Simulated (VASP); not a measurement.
# MgO (Fm-3m) in VASP: notebook

Runs on MgO. Level: PBE. Tasks: relaxation of cell and atoms.

Program: VASP 6.6.1. These are calculated values, not measurements. Logs are shortened: lines on timing, memory, paths and dates and some standing lists are left out, and cuts for length are marked.

## Step 1: The crystal as given

The structure is cubic, space group Fm-3m (No. 225). Conventional cell: a = 4.217 Å, b = 4.217 Å, c = 4.217 Å, α = 90.00°, β = 90.00°, γ = 90.00°. Mg (site symmetry m-3m) is surrounded by 6 O at 2.11 Å. O (site symmetry m-3m) is surrounded by 6 Mg at 2.11 Å.

## Step 2: Relaxation of cell and atoms, PBE

File INCAR:

```
SYSTEM = MgO
ALGO     = Normal         ! electronic algorithm
EDIFF    = 1E-6           ! SCF threshold, eV
EDIFFG   = -0.01          ! ionic threshold
ENCUT    = 520            ! plane-wave cutoff, eV
GGA      = PE             ! functional
IBRION   = 2              ! ionic algorithm
ISIF     = 3              ! what is computed and relaxed
ISMEAR   = 0              ! smearing method
LASPH    = .True.         ! aspherical terms in the spheres
LCHARG   = .False.        ! write CHGCAR
LREAL    = .False.        ! projectors in reciprocal space
LWAVE    = .False.        ! write WAVECAR
NELM     = 120            ! most SCF steps
NSW      = 90             ! ionic steps
PREC     = Accurate       ! precision mode
SIGMA    = 0.1            ! smearing width, eV
```

File KPOINTS:

```
k-points
0
Gamma
  11 11 11
  0 0 0
```

File POSCAR:

```
MgO
1.0
    0.0000000000      2.1085000000      2.1085000000
    2.1085000000      0.0000000000      2.1085000000
    2.1085000000      2.1085000000      0.0000000000
Mg O
1 1
Direct
    0.0000000000      0.0000000000      0.0000000000
    0.5000000000      0.5000000000      0.5000000000
```

Potentials or basis: VASP PAW PBE potentials, release 64 (Mg, O).

On the command line:

```
cat potpaw_PBE.64/Mg/POTCAR potpaw_PBE.64/O/POTCAR > POTCAR
mpirun -np 1 vasp_std > vasp.out
```

OUTCAR:

```text
SYSTEM = MgO
   EDIFF = 1E-6
   EDIFFG = -0.01
   ENCUT = 520
   GGA = PE
   IBRION = 2
   ISIF = 3
   ISMEAR = 0
   LASPH = .True.
   LREAL = .False.
   NELM = 120
   NSW = 90
   PREC = Accurate

 ion  position               nearest neighbor table
   1  0.000  0.000  0.000-   2 2.11   2 2.11   2 2.11   2 2.11   2 2.11   2 2.11
   2  0.500  0.500  0.500-   1 2.11   1 2.11   1 2.11   1 2.11   1 2.11   1 2.11

  LATTYP: Found a face centered cubic cell.
 ALAT       =     4.2170000000

  Lattice vectors:

 A1 = (   0.0000000000,   2.1085000000,   2.1085000000)
 A2 = (   2.1085000000,   0.0000000000,   2.1085000000)
 A3 = (   2.1085000000,   2.1085000000,   0.0000000000)

Analysis of symmetry for initial positions (statically):
=====================================================================
 Subroutine PRICEL returns:
 Original cell was already a primitive cell.

 Routine SETGRP: Setting up the symmetry group for a
 face centered cubic supercell.

 Subroutine GETGRP returns: Found 48 space group operations
 (whereof 48 operations were pure point group operations)
 out of a pool of 48 trial point group operations.

The static configuration has the point symmetry O_h .

Analysis of symmetry for dynamics (positions and initial velocities):
=====================================================================
 Subroutine PRICEL returns:
 Original cell was already a primitive cell.

 Routine SETGRP: Setting up the symmetry group for a
 face centered cubic supercell.

 Subroutine GETGRP returns: Found 48 space group operations
 (whereof 48 operations were pure point group operations)
 out of a pool of 48 trial point group operations.

The dynamic configuration has the point symmetry O_h .

 Subroutine INISYM returns: Found 48 space group operations
 (whereof 48 operations are pure point group operations),
 and found     1 'primitive' translations

----------------------------------------------------------------------------------------

                                     Primitive cell

  volume of cell :      18.7478

  direct lattice vectors                    reciprocal lattice vectors
     0.000000000  2.108500000  2.108500000    -0.237135404  0.237135404  0.237135404
     2.108500000  0.000000000  2.108500000     0.237135404 -0.237135404  0.237135404
     2.108500000  2.108500000  0.000000000     0.237135404  0.237135404 -0.237135404

  length of vectors
     2.981869296  2.981869296  2.981869296     0.410730569  0.410730569  0.410730569

  position of ions in fractional coordinates (direct lattice)
[... 100 lines left out ...]
  volume/ion in A,a.u.               =       9.37        63.26
  Fermi-wavevector in a.u.,A,eV,Ry     =   1.232503  2.329092 20.668107  1.519063
  Thomas-Fermi vector in A             =   2.367270
   LORBIT       =      0    0 simple, 1 ext, 2 COOP (PROOUT), +10 PAW based schemes
   GGA     = PE    functional components
   LHFCALC =     F    Hartree Fock is set to
   AEXX    =    0.0000 exact exchange contribution
   IVDW    =     0    specifies the selected vdW correction
   LEPSILON=     F    determine dielectric tensor
   LRPA    =     F    only Hartree local field effects (RPA)
 conjugate gradient relaxation of ions
 non-spin polarized calculation
 Gauss-broadening in eV      SIGMA  =   0.10
  energy-cutoff  :      520.00
  volume of cell :       18.75
 maximum number of plane-waves:       531
 NGX is ok and might be reduce to    24
   NGX = 11   NGY = 11   NGZ = 11

--------------------------------------- Ionic step        1  -------------------------------------------

 number of electron       8.0000005 magnetization

 Free energy of the ion-electron system (eV)
  ---------------------------------------------------
  ext. energy  EPLUGINS =         0.00000000
  ---------------------------------------------------
  free energy    TOTEN  =       -11.90712190 eV

  energy without entropy =      -11.90712190  energy(sigma->0) =      -11.90712190

------------------------ aborting loop because EDIFF is reached ----------------------------------------

  FORCE on cell =-STRESS in cart. coord.  units (eV):
  Direction    XX          YY          ZZ          XY          YZ          ZX
  --------------------------------------------------------------------------------------
  -------------------------------------------------------------------------------------
  Total        0.3906648      0.3906648      0.3906648      0.0000000      0.0000000      0.0000000
  in kB       33.3859707     33.3859707     33.3859707      0.0000000      0.0000000      0.0000000
  external PRESSURE =      33.3859707 kB  Pullay stress =       0.0000000 kB
[... 59 lines left out ...]
--------------------------------------- Ionic step        3  -------------------------------------------

 number of electron       8.0000004 magnetization

 Free energy of the ion-electron system (eV)
  ---------------------------------------------------
  ext. energy  EPLUGINS =         0.00000000
  ---------------------------------------------------
  free energy    TOTEN  =       -11.91126323 eV

  energy without entropy =      -11.91126323  energy(sigma->0) =      -11.91126323

 E-fermi :   3.4482     XC(G=0): -10.9621

 val. band max:        3.0037512344   @ k =   0.0000   0.0000   0.0000
 cond. band min:       7.4933284046   @ k =   0.0000   0.0000   0.0000
 fundamental gap:      4.4895771702
 Fermi energy:         3.4482118140

 k-point     1 :       0.0000    0.0000    0.0000
  band No.  band energies     occupation
      1     -14.1348      2.00000
      2       3.0037      2.00000
      3       3.0038      2.00000
      4       3.0038      2.00000
      5       7.4933      0.00000
      6      18.6632      0.00000
      7      18.6632      0.00000
      8      18.6632      0.00000
[... 243 lines left out ...]
 k-point    24 :      -0.1818    0.1818    0.0000
  band No.  band energies     occupation
      1     -13.3869      2.00000
      2       0.1981      2.00000
      3       1.9247      2.00000
      4       2.6490      2.00000
      5      10.7997      0.00000
      6      14.9228      0.00000
      7      18.2053      0.00000
      8      20.6897      0.00000

 [... further k-points ...]

------------------------ aborting loop because EDIFF is reached ----------------------------------------

  FORCE on cell =-STRESS in cart. coord.  units (eV):
  Direction    XX          YY          ZZ          XY          YZ          ZX
  --------------------------------------------------------------------------------------
  -------------------------------------------------------------------------------------
  Total       -0.0007365     -0.0007365     -0.0007365     -0.0000000      0.0000000     -0.0000000
  in kB       -0.0616173     -0.0616173     -0.0616173     -0.0000000      0.0000000     -0.0000000
  external PRESSURE =      -0.0616173 kB  Pullay stress =       0.0000000 kB
[... 17 lines left out ...]
  FREE ENERGIE OF THE ION-ELECTRON SYSTEM (eV)
  ---------------------------------------------------
  free  energy   TOTEN  =       -11.9112632260 eV

  energy  without entropy=      -11.9112632260  energy(sigma->0) =      -11.91126323

 reached required accuracy - stopping structural energy minimisation
```

Run time: 6.8 s. Hardware: 1 thread of Intel Xeon 6975P-C (Granite Rapids), shared host; peak memory 0.14 GiB.

What came out:

```
Free energy                            : -11.9113 eV
Relaxed volume                         : 9.57 Å³/atom
Relaxed cell                           : a = 3.003 Å, b = 3.003 Å, c = 3.003 Å, α = 60.00°, β = 60.00°, γ = 60.00°
Space group after relaxing (to 0.05 Å) : Fm-3m (No. 225)
Energy gained by relaxing              : 2.1 meV/atom
Ionic steps                            : 3
Pressure after relaxing                : 0.0 GPa
Band gap on the k mesh                 : 4.49 eV, direct
```

The path:
```csv
step,energy change (eV),largest force (eV/Å),pressure (GPa),volume (Å³)
1,0.0000,0.0000,3.34,18.75
2,-0.0037,0.0000,-1.04,19.28
3,-0.0041,0.0000,-0.01,19.15
```

Final structure:
```
CELL_PARAMETERS angstrom
0.00000 2.12346 2.12346
2.12346 0.00000 2.12346
2.12346 2.12346 0.00000
ATOMIC_POSITIONS crystal
Mg 0.00000 0.00000 0.00000
O 0.50000 0.50000 0.50000
```

PBE gaps usually lie below the measured ones, often by a third to a half. PBE usually gives volumes a little too large and moduli too small.

## Step 3: Relaxation of cell and atoms, PBE

This run uses another cell than the first one, of 9.57 Å³/atom, 1.021 times its volume.

INCAR, as its differences from that of step 2:

```diff
@@ -2,4 +2,4 @@
 ALGO     = Normal         ! electronic algorithm
-EDIFF    = 1E-6           ! SCF threshold, eV
-EDIFFG   = -0.01          ! ionic threshold
+EDIFF    = 1E-7           ! SCF threshold, eV
+EDIFFG   = -0.005         ! ionic threshold
 ENCUT    = 520            ! plane-wave cutoff, eV
@@ -14,3 +14,4 @@
 NELM     = 120            ! most SCF steps
-NSW      = 90             ! ionic steps
+NSW      = 60             ! ionic steps
+POTIM    = 0.3            ! step
 PREC     = Accurate       ! precision mode
```

KPOINTS is that of step 2.

File POSCAR:

```
MgO                                     
1.0
    0.0000000000      2.1234609073      2.1234609073
    2.1234609073      0.0000000000      2.1234609073
    2.1234609073      2.1234609073      0.0000000000
  Mg              O             
     1     1
Direct
     0.0000000000000000    0.0000000000000000    0.0000000000000000
     0.5000000000000000    0.5000000000000000    0.5000000000000000
```

Potentials or basis: VASP PAW PBE potentials, release 64 (Mg, O).

On the command line:

```
cat potpaw_PBE.64/Mg/POTCAR potpaw_PBE.64/O/POTCAR > POTCAR
mpirun -np 1 vasp_std > vasp.out
```

OUTCAR:

```text
SYSTEM = MgO
   EDIFF = 1E-7
   EDIFFG = -0.005
   ENCUT = 520
   GGA = PE
   IBRION = 2
   ISIF = 3
   ISMEAR = 0
   LASPH = .True.
   LREAL = .False.
   NELM = 120
   NSW = 60
   POTIM = 0.3
   PREC = Accurate

 ion  position               nearest neighbor table
   1  0.000  0.000  0.000-   2 2.12   2 2.12   2 2.12   2 2.12   2 2.12   2 2.12
   2  0.500  0.500  0.500-   1 2.12   1 2.12   1 2.12   1 2.12   1 2.12   1 2.12

  LATTYP: Found a face centered cubic cell.
 ALAT       =     4.2469218146

  Lattice vectors:

 A1 = (   0.0000000000,   2.1234609073,   2.1234609073)
 A2 = (   2.1234609073,   0.0000000000,   2.1234609073)
 A3 = (   2.1234609073,   2.1234609073,   0.0000000000)

Analysis of symmetry for initial positions (statically):
=====================================================================
 Subroutine PRICEL returns:
 Original cell was already a primitive cell.

 Routine SETGRP: Setting up the symmetry group for a
 face centered cubic supercell.

 Subroutine GETGRP returns: Found 48 space group operations
 (whereof 48 operations were pure point group operations)
[... 172 lines left out ...]

 k-point     1 :       0.0000    0.0000    0.0000
  band No.  band energies     occupation
      1     -14.1348      2.00000
      2       3.0038      2.00000
      3       3.0038      2.00000
      4       3.0038      2.00000
      5       7.4934      0.00000
      6      18.6632      0.00000
      7      18.6632      0.00000
      8      18.6632      0.00000
[... 243 lines left out ...]
 k-point    24 :      -0.1818    0.1818    0.0000
  band No.  band energies     occupation
      1     -13.3870      2.00000
      2       0.1980      2.00000
      3       1.9247      2.00000
      4       2.6490      2.00000
      5      10.7995      0.00000
      6      14.9227      0.00000
      7      18.2052      0.00000
      8      20.6896      0.00000

 [... further k-points ...]

------------------------ aborting loop because EDIFF is reached ----------------------------------------

  FORCE on cell =-STRESS in cart. coord.  units (eV):
  Direction    XX          YY          ZZ          XY          YZ          ZX
  --------------------------------------------------------------------------------------
  -------------------------------------------------------------------------------------
  Total       -0.0002901     -0.0002901     -0.0002901      0.0000000     -0.0000000     -0.0000000
  in kB       -0.0242676     -0.0242676     -0.0242676      0.0000000     -0.0000000     -0.0000000
  external PRESSURE =      -0.0242676 kB  Pullay stress =       0.0000000 kB

 VOLUME and BASIS-vectors are now :
 -----------------------------------------------------------------------------
  energy-cutoff  :      520.00
  volume of cell :       19.15
      direct lattice vectors                 reciprocal lattice vectors
     0.000000000  2.123460907  2.123460907    -0.235464660  0.235464660  0.235464660
     2.123460907  0.000000000  2.123460907     0.235464660 -0.235464660  0.235464660
     2.123460907  2.123460907  0.000000000     0.235464660  0.235464660 -0.235464660

 POSITION                                       TOTAL-FORCE (eV/Angst)
 -----------------------------------------------------------------------------------
      0.00000      0.00000      0.00000         0.000000     -0.000000     -0.000000
      2.12346      2.12346      2.12346        -0.000000      0.000000      0.000000
 -----------------------------------------------------------------------------------
    total drift:                               -0.000000     -0.000000      0.000000

  FREE ENERGIE OF THE ION-ELECTRON SYSTEM (eV)
  ---------------------------------------------------
  free  energy   TOTEN  =       -11.9118185808 eV

  energy  without entropy=      -11.9118185808  energy(sigma->0) =      -11.91181858

 reached required accuracy - stopping structural energy minimisation
```

CONTCAR:

```text
MgO
   1.00000000000000
     0.0000000000000000    2.1234609073000001    2.1234609073000001
     2.1234609073000001    0.0000000000000000    2.1234609073000001
     2.1234609073000001    2.1234609073000001    0.0000000000000000
  Mg              O
     1     1
Direct
     0.0000000000000000    0.0000000000000000    0.0000000000000000
     0.5000000000000000    0.5000000000000000    0.5000000000000000

  0.00000000E+00  0.00000000E+00  0.00000000E+00
  0.00000000E+00  0.00000000E+00  0.00000000E+00
```

Run time: 3.7 s. Hardware: 1 thread of Intel Xeon 6975P-C (Granite Rapids), shared host; peak memory 0.14 GiB.

Results:

```yaml
Free_energy: -11.9118 eV
Pressure_after_relaxing: 0.0 GPa
Band_gap_on_the_k_mesh: 4.49 eV, direct
```

Final structure:
```
CELL_PARAMETERS angstrom
0.00000 2.12346 2.12346
2.12346 0.00000 2.12346
2.12346 2.12346 0.00000
ATOMIC_POSITIONS crystal
Mg 0.00000 0.00000 0.00000
O 0.50000 0.50000 0.50000
```

Caveat: the relaxation stopped at its first step, so nothing moved.
